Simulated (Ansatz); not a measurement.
# InP: the cost of one run

Computed with Ansatz 0.2.0 (DFT PBEsol, scalar-relativistic, plane waves, PAW, unless a step's input says otherwise).

### Step 1. Starting point

It takes space group Fm-3m (No. 225, cubic). Conventional cell: a = 5.538 Å, b = 5.538 Å, c = 5.538 Å, α = 90.00°, β = 90.00°, γ = 90.00°. In (site symmetry m-3m) is surrounded by 6 P at 2.77 Å. P (site symmetry m-3m) has 6 In at 2.77 Å as nearest neighbours.

As a file:

```cif
data_structure
_symmetry_space_group_name_H-M 'Fm-3m'
_symmetry_Int_Tables_number 225
_cell_length_a 5.5377
_cell_length_b 5.5377
_cell_length_c 5.5377
_cell_angle_alpha 90.000
_cell_angle_beta 90.000
_cell_angle_gamma 90.000
_cell_volume 169.82
loop_
_atom_site_label
_atom_site_type_symbol
_atom_site_symmetry_multiplicity
_atom_site_Wyckoff_symbol
_atom_site_fract_x
_atom_site_fract_y
_atom_site_fract_z
_atom_site_occupancy
In1 In 4 a 0.00000 0.00000 0.00000 1
P1 P 4 b 0.50000 0.00000 0.00000 1
```

### Step 2. First run, at the start cell

Contents of input.yaml:

```yaml
crystal:
  lattice:
    - [0.0, 2.768834, 2.768834]
    - [2.768834, 0.0, 2.768834]
    - [2.768834, 2.768834, 0.0]
  atoms:
    - { symbol: In, position: [0.0, 0.0, 0.0] }
    - { symbol: P, position: [0.5, 0.5, 0.5] }
basis:
  ecutwfc: 420
  ecutrho_ratio: 4
kpoints:
  mp_grid: { grid: [14, 14, 14] }
hamiltonian:
  xc: pbesol
scf:
  occupations: { method: gaussian, width: 0.05 }
output:
  forces: true
  stress: true
  eigenvalues: true
```

Run with:

```console
$ ansatz run input.yaml --threads 1 --pin off --max-ram 2560MiB --backend cpu --events-out ev --progress --plain --runs-dir out
```

Q: Estimate wall time and peak memory on 1 thread of Intel Xeon at 2.70GHz, shared host.

About 5.1 s, with a peak of 0.37 GiB.
